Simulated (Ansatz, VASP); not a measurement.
**Two plane-wave programs on Ti**

Contents of INCAR:

```
SYSTEM = Ti
  PREC = Accurate
  ENCUT = 600
  EDIFF = 1E-6
  ISMEAR = -1
  SIGMA = 0.1
  LREAL = .FALSE.
  LASPH = .TRUE.
  NELM = 100
  ALGO = Normal
  ISIF = 3
  LWAVE = .FALSE.
  LCHARG = .FALSE.
  GGA = PS
  IBRION = 2
  NSW = 80
  EDIFFG = -0.01
```

KPOINTS

```
regular mesh
0
G
  10 10 10
  0 0 0
```

The input POSCAR:

```
Ti
1.0
    0.0000000000      2.8780170575      2.8780170575
    2.8780170575      0.0000000000      2.8780170575
    2.8780170575      2.8780170575      0.0000000000
Ti
2
Direct
    0.1250000000      0.1250000000      0.1250000000
    0.8750000000      0.8750000000      0.8750000000
```

Input for Ansatz:

```yaml
crystal:
  lattice:
    - [0.0, 2.8780170575, 2.8780170575]
    - [2.8780170575, 0.0, 2.8780170575]
    - [2.8780170575, 2.8780170575, 0.0]
  atoms:
    - { symbol: Ti, position: [0.125, 0.125, 0.125] }
    - { symbol: Ti, position: [0.875, 0.875, 0.875] }
hamiltonian:
  xc: pbesol
  pseudopotentials:
    kind: paw
    azcp:
      Ti: "pseudopotentials/Ti.paw.azcp"
basis:
  ecutwfc: 420
  fft_grid_basis: typed
kpoints:
  mp_grid: { grid: [10, 10, 10], shift: [0, 0, 0] }
magnetization:
  spin_polarized: false
scf:
  occupations: { method: fermi_dirac, width: 0.1 }
relax:
  max_steps: 60
  f_tol: 0.01
  cell: {}
```

The cell was built by a generator and needn't be a form met in nature.

Alike in both runs: task relaxation of cell and atoms; functional PBEsol; k mesh 10 × 10 × 10; occupations fermi-dirac, width 0.1 eV; no spin polarisation.

|  | VASP | Ansatz |
| --- | --- | --- |
| version | VASP 6.6.1 | Ansatz 0.2.0 |
| potentials or method | VASP PAW PBE potentials, release 64 (Ti_sv) | plane waves (420 eV) with PAW, scalar-relativistic |
| plane-wave cutoff (eV) | 600 | 420 |
| valence electrons in the cell | 24 | 24 |

VASP gave:

* relaxed volume (Å³/atom): 21.31
* relaxed cell length with the largest relative difference (Å): 3.921
* energy change over the relaxation (meV/atom): -30

Q: Estimate Ansatz's values.

A: Relaxed volume (Å³/atom): 21.18; relaxed cell length with the largest relative difference (Å): 3.913; energy change over the relaxation (meV/atom): -31.

Ansatz warned: «pseudo_functional_mismatch».

Caveats: the PAW data sets were made with another functional, which shifts forces and pressure a little (VASP).
